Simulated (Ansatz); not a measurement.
Crystal: ZrSe2.

```xyz
3
Lattice="3.7980 0.0000 0.0000 -1.8990 3.2892 0.0000 0.0000 0.0000 6.1920" Properties=species:S:1:pos:R:3 pbc="T T T"
Zr    0.0000    0.0000    0.0000
Se    1.8990    1.0964    4.6440
Se    0.0000    2.1928    1.5480
```

Base run:

- Program: Ansatz 0.2.0
- Functional: PBEsol
- Potentials or basis: all-electron LAPW, scalar-relativistic
- Cutoff: 216 eV (chosen from the basis error)
- Basis error allowed: 0.002 eV/atom
- k mesh: 8 × 8 × 5
- Occupations: fermi-dirac, width 0.05 eV
- Spin: no spin polarisation

Its results: band gap on the k mesh 0.36 eV, indirect (least direct gap 1.02 eV); pressure -1.2 GPa; largest force 0.085 eV/Å.

Question: The run is repeated on the same cell with these changes: hubbard terms from none to Zr d U = 4 eV. What comes out?

Answer: Band gap on the k mesh 1.02 eV, indirect (least direct gap 1.70 eV); pressure 2.4 GPa; largest force 0.328 eV/Å.

The U term pushes filled and empty states of the shell apart.

Caveats: an odd mesh through Γ misses points on the zone boundary, where band edges often lie; this functional lacks dispersion, which binds the layers, so the pressure and a relaxed spacing across them are unreliable; the density of states is complete only up to the lowest level of the last band computed; U is the effective U less J, on atomic orbitals that reach past the spheres (some runs).
